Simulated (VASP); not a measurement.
Crystal: HfS2.

```
Hf S
1.0
     3.63966    0.00000    0.00000
    -1.81983    3.15204    0.00000
     0.00000    0.00000    6.05556
Hf S
1 2
Direct
  0.00000 0.00000 0.00000
  0.66667 0.33333 0.76395
  0.33333 0.66667 0.23605
```

The cell is a database's computed one.

- Program: VASP 6.6.1
- Task: relaxation of cell and atoms
- Functional: PBE
- Dispersion: D3(BJ)
- Potentials or basis: VASP PAW PBE potentials, release 64 (Hf_pv, S)
- Cutoff: 600 eV
- k mesh: 9 × 9 × 5
- Occupations: gaussian, width 0.03 eV
- Spin: no spin polarisation

At the start: pressure -1.0 GPa; volume 23.16 Å³/atom.

Q: How do energy, volume and symmetry change on relaxing?

A: Over 13 steps the energy falls by 9.9 meV/atom and the volume is 21.55 Å³/atom (-6.9 %); space group P-3m1 (No. 164, to 0.05 Å).

Step by step:
```tsv
step	energy change (eV)	largest force (eV/Å)	pressure (GPa)	volume (Å³)
1	0.0000	0.1620	-1.05	69.47
2	-0.0063	0.3158	0.69	67.96
3	-0.0064	0.2992	0.54	68.12
4	-0.0120	0.1578	0.15	67.80
5	-0.0134	0.0495	-0.13	67.56
6	-0.0167	0.0398	-0.23	67.30
7	-0.0244	0.0082	-0.52	66.52
8	-0.0259	0.0638	-0.91	64.92
9	-0.0279	0.0192	-0.73	65.70
10	-0.0287	0.1172	0.54	64.57
11	-0.0292	0.0652	0.06	64.99
12	-0.0296	0.0379	0.03	64.84
13	-0.0298	0.0014	0.02	64.65
```

Final structure:
```
CELL_PARAMETERS angstrom
3.59684 0.00000 0.00000
-1.79842 3.11495 0.00000
0.00000 0.00000 5.77000
ATOMIC_POSITIONS crystal
Hf 0.00000 0.00000 0.00000
S 0.66667 0.33333 0.74784
S 0.33333 0.66667 0.25216
```
